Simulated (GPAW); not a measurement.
Input of a GPAW 26.7.0 run:

run.py

```python
from ase import Atoms
from ase.dft.bandgap import bandgap
from ase.io import write
from ase.units import GPa
from gpaw import GPAW, PW, setup_paths

setup_paths.insert(0, '.')

atoms = Atoms(['In', 'In', 'Se', 'Se'],
              cell=[[5.8263928781, -2.054648955, 0.0],
                    [5.8263928781, 2.054648955, 0.0],
                    [-1.723233014, 0.0, 4.7713478577]],
              scaled_positions=[[0.88820325, 0.88820325, 0.04684136],
                                [0.11179675, 0.11179675, 0.95315864],
                                [0.66092759, 0.66092759, 0.66895562],
                                [0.33907241, 0.33907241, 0.33104438]],
              pbc=True)

calc = GPAW(mode=PW(600),
            xc='PBEsol',
            kpts={'size': (5, 5, 4), 'gamma': True},
            occupations={'name': 'fermi-dirac', 'width': 0.05},
            nbands=32,
            convergence={'density': 1e-05, 'energy': 1e-05},
            maxiter=150,
            txt='gpaw.txt')
atoms.calc = calc
energy = atoms.get_potential_energy()
forces = atoms.get_forces()
stress = atoms.get_stress()
calc.write('gs.gpw')
write('result.traj', atoms)
print(f'Energy: {energy:.6f} eV')
print('Forces (eV/A):')
print(forces.round(4))
print('Stress (GPa):', (stress / GPa).round(3))
print('Fermi level:', round(calc.get_fermi_level(), 4), 'eV')
print(f'Gap: {bandgap(calc)[0]:.4f} eV, direct: {bandgap(calc, direct=True)[0]:.4f} eV')

path = atoms.cell.bandpath('XGY,LGZ,NGM,RG', npoints=80, eps=1e-4)
bs_calc = calc.fixed_density(kpts=path, symmetry='off', nbands=53,
                             convergence={'bands': 'CBM+6.0', 'eigenstates': 1e-6}, txt='bands.txt')
bs = bs_calc.band_structure()
bs.write('bs.json')
print(f'Gap on the path: {bandgap(bs_calc)[0]:.4f} eV')
```

Potentials or basis: PAW data sets generated in the run's folder for this functional, pw.

Launch:

```console
$ gpaw-setup -f PBEsol In Se
$ OMP_NUM_THREADS=1 python run.py
```

Question: What does it give for the pressure?

Answer: -1.4 GPa.

Question: What does it give for the largest force?

Answer: 0.033 eV/Å.

Stress tensor (GPa, compression positive):
```
-1.75  0.00  0.01
 0.00 -1.26  0.00
 0.01  0.00 -1.12
```

Caveat: spin-orbit coupling is left out, which moves the levels of the heavy elements; the program warned that so skewed a cell can give wrong results.
